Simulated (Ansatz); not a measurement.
**CdS (Fm-3m): relaxing the cell for a phonon run**

Task: relax CdS (Fm-3m) tightly.

Calculated with Ansatz 0.2.0; DFT LDA, scalar-relativistic, plane waves, PAW; PAW set soft_1.

## (1) Starting point

Symmetry: Fm-3m, No. 225, cubic system. Conventional cell: a = 5.506 Å, b = 5.506 Å, c = 5.506 Å, α = 90.00°, β = 90.00°, γ = 90.00°. Nearest to Cd lie 6 S at 2.75 Å. Nearest to S lie 6 Cd at 2.75 Å. Farther neighbours and most contacts between anions are not listed.

## (2) A coarse first look

A quick single point on a coarse mesh tells whether the cell has a gap and how far it is from rest, which sets the k mesh and smearing that follow.

input.yaml

```yaml
crystal:
  lattice:
    - [0.0, 2.753244, 2.753244]
    - [2.753244, 0.0, 2.753244]
    - [2.753244, 2.753244, 0.0]
  atoms:
    - { symbol: Cd, position: [0.0, 0.0, 0.0] }
    - { symbol: S, position: [0.5, 0.5, 0.5] }
kpoints:
  mp_grid: { grid: [6, 6, 6] }
hamiltonian:
  xc: lda
  pseudopotentials: { kind: paw, azcp: { folder: soft_1 }, xc_functional: pbe }
scf:
  occupations: { method: gaussian, width: 0.1 }
output:
  forces: true
  stress: true
  eigenvalues: true
```

Command:

```sh
$ ansatz run input.yaml --threads 4 --pin off --max-ram 10240MiB --backend cpu --events-out ev --progress --plain --runs-dir out
```

Numbers of over 12 decimals in the logs are rounded to 6 here.

The log of the run:

```text
Engine: ansatz 0.2.0, aarch64-unknown-linux-gnu
Pseudopotentials: kind: paw
Pseudopotential: Cd, paw, valence charge 20, recommended cutoff 420 eV (normal), soft_1/Cd.paw.azcp
Pseudopotential: S, paw, valence charge 6, recommended cutoff 420 eV (normal), soft_1/S.paw.azcp
Functional definition: SPW92
  exchange = slater_x
  correlation = pw_c
Crystal: 2 atoms, lattice volume = 41.741 Å³
[...]
--- Band table (eV; the first three rows and the last of 16) ---
  k-point 0: bands = [... 9 lower, 1.5221, 8.3604, 8.3604, 8.3604, 9.6785, 18.2008, 18.2008, 18.2008]
  k-point 1: bands = [... 9 lower, 1.5704, 6.6338, 8.5261, 8.5261, 11.3728, 16.4312, 17.3421, 17.3421]
  k-point 2: bands = [... 9 lower, 1.6704, 4.9108, 8.8896, 8.8896, 12.4850, 15.4253, 15.5312, 15.5312]
  k-point 15: bands = [... 9 lower, 2.2899, 5.4311, 6.3148, 6.4507, 11.2822, 15.7665, 16.7610, 17.4746]
[key lines of the parts left out:]
SCF converged after 6 iterations
Free energy (F): -8988.466538 eV
Fermi energy:    9.153159 eV
P = ⅓ Tr σ = -6.8218 GPa (-68.218 kbar)
```

Elapsed: 0.32 s, on 4 threads of Arm Neoverse V2, shared host; peak memory 0.27 GiB; 0.79 s of CPU time.

Numbers from this step:

| Quantity | Value |
| --- | --- |
| pressure | -6.822 GPa |
| volume per atom | 20.87 Å³ |
| gap on the k-mesh | 0 eV |

The coarse mesh shows no gap and a pressure of -6.8 GPa.

## (3) Relaxation

Harmonic phonons are second derivatives at a point where the forces vanish, and they are wanted at zero stress, so atoms and cell are relaxed first.

input.yaml, the sections that differ from step 2:

```yaml
kpoints:
  mp_grid: { grid: [14, 14, 14] }
output:
  forces: true
  stress: true
  eigenvalues: true
  write_density: true
  write_potential: true
  elf: true
  volumetric_format: npy
relax:
  adjacent_minimum: "off"
  f_tol: 0.005
  max_steps: 80
  cell: { stress_tol: 0.05 }
# crystal, hamiltonian, scf: as in step 2
```

The log of the run:

```text
[...]
Crystal: 2 atoms, lattice volume = 41.741 Å³
Basis set: ecut = 420 eV, 869 PW (Γ)
Bands: 17, of which v1, the nominal top of the filled ones, is band 13 counted from 1 (12 counted from 0)
Symmetry: 48 space group operations
[...]
k-points: 104 of 2744
[...]
SCF iter   1: F=—  HF=-8988.517192 eV  |F-HF|=—  |Δ(HF+E_count)|=         —  Δρ=2.40e-2  dr2=1.64e-1  ethr=3.10e-3  ⟨swp⟩=5.9  Hψ=9288  notcnv=0
[...]
SCF iter   6: F=-8988.472634 eV  HF=-8988.472634 eV  |F-HF|=5.43e-8  |Δ(HF+E_count)|=   1.69e-8  Δρ=1.12e-5  dr2=5.74e-8  ethr=3.85e-10  ⟨swp⟩=10.0  Hψ=12717  notcnv=0
SCF 1 converged in 6 iterations: F = -8988.472634 eV  dr2 = 5.74e-8
[...]
relax step   1: F+E_penalty+E_count = -8988.47263393 eV  Δ(F+E_penalty+E_count) = +0.000e0 eV  max|allowed force component| = 4.980e-30 eV/Å  Δτ_max = 0.0000 Å  P = -6.852 GPa  Ω = 41.741 Å³  (6 SCF iters, dr2 threshold 1.00e-7 eV, accepted)
Crystal: 2 atoms, lattice volume = 35.979 Å³
Basis set: ecut = 420 eV, 725 PW (Γ)
[...]
iter 1 solved again at ethr=5.70e-5 eV; its pass at ethr=3.10e-3 eV (dr2=1.48e-2 eV) is discarded
[...]
SCF iter   6: F=-8988.522572 eV  HF=-8988.522572 eV  |F-HF|=2.60e-8  |Δ(HF+E_count)|=   9.74e-7  Δρ=9.03e-6  dr2=3.43e-8  ethr=7.69e-10  ⟨swp⟩=7.3  Hψ=12252  notcnv=0
SCF 2 converged in 6 iterations: F = -8988.522572 eV  dr2 = 3.43e-8
relax step   2: F+E_penalty+E_count = -8988.52257194 eV  Δ(F+E_penalty+E_count) = -4.994e-2 eV  max|allowed force component| = 2.909e-30 eV/Å  Δτ_max = 0.0000 Å  P = +5.976 GPa  Ω = 35.979 Å³  energy of the carried Pulay correction = +1.210e-3 eV  (6 SCF iters, dr2 threshold 2.00e-7 eV, accepted)
Crystal: 2 atoms, lattice volume = 38.452 Å³
Basis set: ecut = 420 eV, 749 PW (Γ)
[...]
SCF iter   5: F=-8988.557932 eV  HF=-8988.557932 eV  |F-HF|=7.79e-8  |Δ(HF+E_count)|=   3.53e-6  Δρ=1.85e-5  dr2=1.02e-7  ethr=7.69e-10  ⟨swp⟩=8.4  Hψ=13843  notcnv=0
SCF 3 converged in 5 iterations: F = -8988.557932 eV  dr2 = 1.02e-7
relax step   3: F+E_penalty+E_count = -8988.55793221 eV  Δ(F+E_penalty+E_count) = -3.536e-2 eV  max|allowed force component| = 1.262e-29 eV/Å  Δτ_max = 0.0000 Å  P = -0.899 GPa  Ω = 38.452 Å³  energy of the carried Pulay correction = +6.693e-4 eV  (5 SCF iters, dr2 threshold 2.00e-7 eV, accepted)
[...]
relax step   4: F+E_penalty+E_count = -8988.55907215 eV  Δ(F+E_penalty+E_count) = -1.140e-3 eV  max|allowed force component| = 2.104e-30 eV/Å  Δτ_max = 0.0000 Å  P = -0.092 GPa  Ω = 38.109 Å³  energy of the carried Pulay correction = +7.422e-4 eV  (4 SCF iters, dr2 threshold 2.00e-7 eV, accepted)
[...]
relax step   5: F+E_penalty+E_count = -8988.55909097 eV  Δ(F+E_penalty+E_count) = -1.881e-5 eV  max|allowed force component| = 7.889e-31 eV/Å  Δτ_max = 0.0000 Å  P = -0.002 GPa  Ω = 38.072 Å³  energy of the carried Pulay correction = +7.501e-4 eV  (4 SCF iters, dr2 threshold 2.12e-8 eV, accepted)
[...]
SCF iter   6: F=-8988.558356 eV  HF=-8988.558356 eV  |F-HF|=0.00e0  |Δ(HF+E_count)|=  4.73e-11  Δρ=7.73e-8  dr2=5.25e-13  ethr=1.00e-12  ⟨swp⟩=6.0  Hψ=7469  notcnv=0
SCF 6 converged in 6 iterations: F = -8988.558356 eV  dr2 = 5.25e-13
relax step   6: F+E_penalty+E_count = -8988.55835614 eV  Δ(F+E_penalty+E_count) = +7.348e-4 eV  max|allowed force component| = 7.067e-31 eV/Å  Δτ_max = 0.0000 Å  P = -0.005 GPa  Ω = 38.072 Å³  stress off target by 5.32e-3 GPa  SCF on the basis re-selected at this cell (its energy is not comparable with the rows above)  (6 SCF iters)
basis re-selected at this cell: Δ(F+E_penalty+E_count) = +7.348e-4 eV, ΔP = -0.003 GPa vs the last step (what re-selecting the basis moved, of the pressure what is left beyond the Pulay correction that the steps carried, after the strain that the cell walked since its last selection, with what the two solves' SCF thresholds leave and, on support functions, any second-order correction that the steps lacked; it is no m [...]
SCF converged after 6 iterations
Free energy (F): -8988.558356 eV
[...]
Internal energy: -8988.557919 eV  (E = F + TS)
E sigma→0 (E₀):  -8988.558137 eV
Entropy (-TS):   -0.000438 eV (-0.219 meV/atom)
Fermi energy:    10.813112 eV
[...]
--- Stress (GPa, compression-positive) ---
       -0.005320      -0.000000      -0.000000
       -0.000000      -0.005320      -0.000000
       -0.000000       0.000000      -0.005320
  P = ⅓ Tr σ = -0.0053 GPa (-0.053 kbar)
--- Band table (eV; the first three rows and the last of 104) ---
  k-point 0: bands = [... 9 lower, 2.8635, 9.7458, 9.7458, 9.7458, 11.6936, 19.8047, 19.8047, 19.8047]
  k-point 1: bands = [... 9 lower, 2.8754, 9.2336, 9.7878, 9.7878, 12.2003, 19.2120, 19.7604, 19.7604]
  k-point 2: bands = [... 9 lower, 2.9105, 8.3131, 9.9071, 9.9071, 13.0795, 18.3133, 19.3232, 19.3232]
  k-point 103: bands = [... 9 lower, 3.8336, 6.7879, 7.2912, 7.4563, 13.8989, 17.6526, 17.8090, 18.7002]
--- Relaxed structure (5 steps of the walk, 5 accepted, 1 SCFs on fresh bases) ---
  F+E_penalty+E_count = -8988.55835614 eV   max|allowed force component| = 7.067e-31 eV/Å   (the final SCF, on the basis selected at the relaxed cell)
  cell:  # Å, volume = 38.0720 Å³
    - [0, 2.670087, 2.670087]
    - [2.670087, 0, 2.670087]
    - [2.670087, 2.670087, 0]
  atoms:
    - { symbol: Cd, position: [0, 0, 0] }
    - { symbol: S, position: [0.5, 0.5, 0.5] }
```

Wall time 5.6 s (4 threads); peak memory 0.38 GiB.

Relaxation path:

```
step  energy less that of the first step (eV)  largest force component (eV/Å)  pressure (GPa)  volume (Å³)
   1                                   0.0000                          0.0000           -6.85        41.74
   2                                  -0.0499                          0.0000            5.98        35.98
   3                                  -0.0853                          0.0000           -0.90        38.45
   4                                  -0.0864                          0.0000           -0.09        38.11
   5                                  -0.0865                          0.0000            0.00        38.07
  6*                                  -0.0857                          0.0000           -0.01        38.07
```

Relaxation steps marked * repeat the geometry before them on a plane-wave basis chosen anew for their cell, so energy and pressure can jump there.

The run keeps the 48 symmetry operations that it works with, so distortions that break them were not tested.

```
conventional cell, symmetrised  before  after  change
                         a (Å)   5.506  5.340  -3.0 %
                         b (Å)   5.506  5.340  -3.0 %
                         c (Å)   5.506  5.340  -3.0 %
              volume (Å³/atom)   20.87  19.04  -8.8 %
```

Final coordinates:

```xyz
2
Lattice="0.0000 2.6701 2.6701 2.6701 0.0000 2.6701 2.6701 2.6701 0.0000" Properties=species:S:1:pos:R:3 pbc="T T T"
Cd    0.0000    0.0000    0.0000
S     2.6701    2.6701    2.6701
```

Numbers from this step:

```
pressure        : -0.005320 GPa
volume per atom : 19.04 Å³
```

Electrostatic potential energy in the ac plane of the conventional cell at fractional y = 0.000, with atoms of Cd and S within 0.2 Å of it. With pseudopotentials it is smooth inside the atoms' cores, unlike the true potential.

Ten even steps from '_' (-31 eV) to '@' (14 eV), each cell a mean:
```
..--++%%@@++______::%%@@**--::
--==**@@@@%%==..::**@@@@%%++--
**##@@@@@@@@%%##%%@@@@@@@@%%**
@@@@@@@@@@@@@@@@@@@@@@@@@@@@@@
##%%@@@@@@@@##****%%@@@@@@@@%%
..==%%@@@@**==----++%%@@@@**::
____**@@%%++::..::--**@@%%::__
::__++%%%%==::__..--**@@##..__
__..##@@%%++--::::==##@@%%==__
++##@@@@@@%%++==++**@@@@@@%%++
%%@@@@@@@@@@%%%%%%@@@@@@@@@@@@
%%%%@@@@@@@@@@%%@@@@@@@@@@@@%%
==++%%@@@@@@##++**%%@@@@@@**++
::--++%%@@##..____==%%@@##==--
__::==%%%%++__::__..##@@**--..
```
Columns run along a (5.3 Å; values clipped at the 3rd and 97th percentile), rows up along c (5.3 Å), edges of the conventional cell, whose origin can differ from the input's. Atoms in or near the plane, at fractional coordinates: Cd at (0.00, 0.00), Cd at (0.50, 0.50), S at (0.50, 0.00), S at (0.00, 0.50).

Valence density in the ac plane of the conventional cell at fractional y = 0.000, with atoms of Cd and S within 0.2 Å of it. It is the smooth field of the valence electrons, not physical close to the nuclei.

Ten steps, logarithmic in the rise over the least value, from '0' (0 e/Å³) to '9' (23 e/Å³), each cell a mean:
```
974113323321268
652012333210146
320001222100012
110000111000001
221000232100012
332102566310123
232114798621233
133115899631232
332113687521233
321001354200123
110000111000011
110000111100001
431001232210024
863112333321257
984113312321369
```
Columns run along a (5.3 Å), rows up along c (5.3 Å), edges of the conventional cell, whose origin can differ from the input's. Atoms in or near the plane, at fractional coordinates: Cd at (0.00, 0.00), Cd at (0.50, 0.50), S at (0.50, 0.00), S at (0.00, 0.50).

ELF in the ac plane of the conventional cell at fractional y = 0.000, with atoms of Cd and S within 0.2 Å of it. It is the smooth field of the valence electrons, not physical close to the nuclei.

Ten even steps from '0' (0.06) to '9' (0.90), each cell a mean:
```
852158613883147
431148878962124
211025788641011
321002233210123
875201121101468
888411343212698
168512587313883
059513698423871
588512465312786
987311232112588
653101111100245
111013555420011
221137898851112
642158856872135
962169501883248
```
Columns run along a (5.3 Å), rows up along c (5.3 Å), edges of the conventional cell, whose origin can differ from the input's. Atoms in or near the plane, at fractional coordinates: Cd at (0.00, 0.00), Cd at (0.50, 0.50), S at (0.50, 0.00), S at (0.00, 0.50).

In this step the volume went from 20.87 to 19.04 Å³/atom.

## (4) Relaxation

The relaxation is repeated from its end on the same settings, as a check that it has come to rest.

input.yaml: that of step 3 with these lines changed.

```diff
@@ -2,5 +2,5 @@
   lattice:
-    - [0.0, 2.753244, 2.753244]
-    - [2.753244, 0.0, 2.753244]
-    - [2.753244, 2.753244, 0.0]
+    - [0.0, 2.6700868999, 2.6700868999]
+    - [2.6700868999, 0.0, 2.6700868999]
+    - [2.6700868999, 2.6700868999, 0.0]
   atoms:
```

The log of the run:

```text
[...]
Crystal: 2 atoms, lattice volume = 38.072 Å³
Basis set: ecut = 420 eV, 725 PW (Γ)
Bands: 17, of which v1, the nominal top of the filled ones, is band 13 counted from 1 (12 counted from 0)
[... 1 set-up line as in the run before ...]
[...]
k-points: 104 of 2744
[...]
k-point 103: bands = [... 9 lower, 3.8336, 6.7879, 7.2912, 7.4563, 13.8989, 17.6526, 17.8090, 18.7002]
--- Relaxed structure (1 steps of the walk, 1 accepted, 1 SCFs on fresh bases) ---
[...]
cell:  # Å, volume = 38.0720 Å³
    - [0.0, 2.6700868999, 2.6700868999]
    - [2.6700868999, 0.0, 2.6700868999]
    - [2.6700868999, 2.6700868999, 0.0]
  atoms:
    - { symbol: Cd, position: [0.0, 0.0, 0.0] }
    - { symbol: S, position: [0.5, 0.5, 0.5] }
[key lines of the parts left out:]
SCF converged after 4 iterations
Free energy (F): -8988.558356 eV
Fermi energy:    10.813112 eV
P = ⅓ Tr σ = -0.0053 GPa (-0.053 kbar)
```

Wall time 2 s (4 threads); peak memory 0.36 GiB; 7 s of CPU time.

Little changed from the start: no atom moved by 0.005 Å and no cell edge by 0.1 %.

Numbers from this step:

* pressure: -0.005319 GPa

Electrostatic potential energy in the ac plane of the conventional cell at fractional y = 0.000, with atoms of Cd and S within 0.2 Å of it. With pseudopotentials it is smooth inside the atoms' cores, unlike the true potential.

Ten even steps from '_' (-31 eV) to '@' (14 eV), each cell a mean:
```
..--++%%@@++______::%%@@**--::
--==**@@@@%%==..::**@@@@%%++--
**##@@@@@@@@%%##%%@@@@@@@@%%**
@@@@@@@@@@@@@@@@@@@@@@@@@@@@@@
##%%@@@@@@@@##****%%@@@@@@@@%%
..==%%@@@@**==----++%%@@@@**::
____**@@%%++::..::--**@@%%::__
::__++%%%%==::__..--**@@##..__
__..##@@%%++--::::==##@@%%==__
++##@@@@@@%%++==++**@@@@@@%%++
%%@@@@@@@@@@%%%%%%@@@@@@@@@@@@
%%%%@@@@@@@@@@%%@@@@@@@@@@@@%%
==++%%@@@@@@##++**%%@@@@@@**++
::--++%%@@##..____==%%@@##==--
__::==%%%%++__::__..##@@**--..
```
Columns run along a (5.3 Å; values clipped at the 3rd and 97th percentile), rows up along c (5.3 Å), edges of the conventional cell, whose origin can differ from the input's. Atoms in or near the plane, at fractional coordinates: Cd at (0.00, 0.00), Cd at (0.50, 0.50), S at (0.50, 0.00), S at (0.00, 0.50).

ELF in the ac plane of the conventional cell at fractional y = 0.000, with atoms of Cd and S within 0.2 Å of it. It is the smooth field of the valence electrons, not physical close to the nuclei.

Ten even steps from '_' (0.06) to '@' (0.90), each cell a mean:
```
%%++::..++%%**..--%%%%--..==##
==--....==%%%%##%%@@**::..::==
::....__::++##%%%%**==..__....
--::..____::::----::..__..::--
%%##++::__....::....__..==**%%
%%%%%%==....--==--::..::**@@%%
..**%%++..::++%%##--..--%%%%--
__++@@++..--**@@%%==::--%%##..
++%%%%++..::==**++--..::##%%**
@@%%##--....::--::....::++%%%%
**++--..__..........____::==++
......__..--++++++==::____....
::::....--##%%@@%%%%++......::
**==::..++%%%%++**%%##::..--++
@@**::..**@@++__..%%%%--::==%%
```
Columns run along a (5.3 Å), rows up along c (5.3 Å), edges of the conventional cell, whose origin can differ from the input's. Atoms in or near the plane, at fractional coordinates: Cd at (0.00, 0.00), Cd at (0.50, 0.50), S at (0.50, 0.00), S at (0.00, 0.50).

Valence density in the ac plane of the conventional cell at fractional y = 0.000, with atoms of Cd and S within 0.2 Å of it. It is the smooth field of the valence electrons, not physical close to the nuclei.

Ten steps, logarithmic in the rise over the least value, from '_' (0 e/Å³) to '@' (23 e/Å³), each cell a mean:
```
@@##==....----::----::..::**%%
**++::__..::------::..__..==**
--::______..::::::..______..::
....________......__________..
::::..______::--::..______..::
----::..__::++****--..__..::--
::--::....==##@@%%**::..::----
..----....++%%@@@@**--..::--::
----::....--**%%##++::..::----
--::..____..--++==::____..::--
....________......________....
....________........________..
==--..____..::--::::..____::==
%%**--....::--------::..::++##
@@%%==....----..::--::..--**@@
```
Columns run along a (5.3 Å), rows up along c (5.3 Å), edges of the conventional cell, whose origin can differ from the input's. Atoms in or near the plane, at fractional coordinates: Cd at (0.00, 0.00), Cd at (0.50, 0.50), S at (0.50, 0.00), S at (0.00, 0.50).

In this step the volume went from 19.04 to 19.04 Å³/atom.

## (5) Relaxing to small forces for the phonons

Phonons need a cell at rest on their own settings, so the relaxation is repeated with tight tolerances on forces and stress on the k mesh and occupations of the first response run.

input.yaml, the sections that differ from step 4:

```yaml
kpoints:
  mp_grid: { grid: [16, 16, 16] }
scf:
  occupations: { method: methfessel_paxton, width: 0.2 }
output:
  forces: true
  stress: true
  eigenvalues: true
relax:
  adjacent_minimum: "off"
  f_tol: 0.001
  max_steps: 60
  cell: { stress_tol: 0.01 }
# crystal, hamiltonian: as in step 4
```

The log of the run:

```text
[...]
Crystal: 2 atoms, lattice volume = 38.072 Å³
Basis set: ecut = 420 eV, 725 PW (Γ)
Bands: 17, of which v1, the nominal top of the filled ones, is band 13 counted from 1 (12 counted from 0)
[... 1 set-up line as in the run before ...]
[...]
k-points: 145 of 4096
[...]
k-point 144: bands = [... 9 lower, 3.8297, 7.0433, 7.0433, 7.4388, 14.1876, 17.3348, 18.2425, 18.2425]
--- Relaxed structure (2 steps of the walk, 2 accepted, 1 SCFs on fresh bases) ---
[...]
cell:  # Å, volume = 38.0619 Å³
    - [0.0, 2.669851, 2.669851]
    - [2.669851, 0, 2.669851]
    - [2.669851, 2.669851, 0]
  atoms:
    - { symbol: Cd, position: [0, 0, 0] }
    - { symbol: S, position: [0.5, 0.5, 0.5] }
[key lines of the parts left out:]
SCF converged after 5 iterations
Free energy (F): -8988.557132 eV
Fermi energy:    10.783941 eV
P = ⅓ Tr σ = 0.0072 GPa (0.072 kbar)
```

It took 3.4 s on 4 threads; peak memory 0.39 GiB.

Little changed from the start: no atom moved by 0.005 Å and no cell edge by 0.1 %.

This step gave:

```yaml
pressure: 0.007228 GPa
volume_per_atom: 19.03 Å³
```

The forces vanish by symmetry and the pressure is 0.007 GPa, within the tolerances set. The cell now holds 19.03 Å³/atom.

## (6) Outcome

| Quantity | Value |
| --- | --- |
| space group after relaxation (within 0.01 Å) | Fm-3m |
| lattice constant a | 5.340 Å |
| lattice constant b | 5.340 Å |
| lattice constant c | 5.340 Å |
| volume per atom | 19.0 Å³ |

**Reading.** The forces vanish by symmetry and the pressure is 0.007 GPa, within the tolerances set. The cell now holds 19.03 Å³/atom. The relaxation keeps the symmetry of its start, so it says nothing on stability against lower symmetry. The PAW files were made for PBE and serve the other functionals too.

[Logs are printed without paths, hosts, clocks, repeated set-up lines and the standing remarks that a program may print on its own settings, such as how far it seeks lower states.]

[Hosts, paths, dates, database ids (printed as entryN), source tags and the programs' standing remarks are cut or masked in the printed files.]
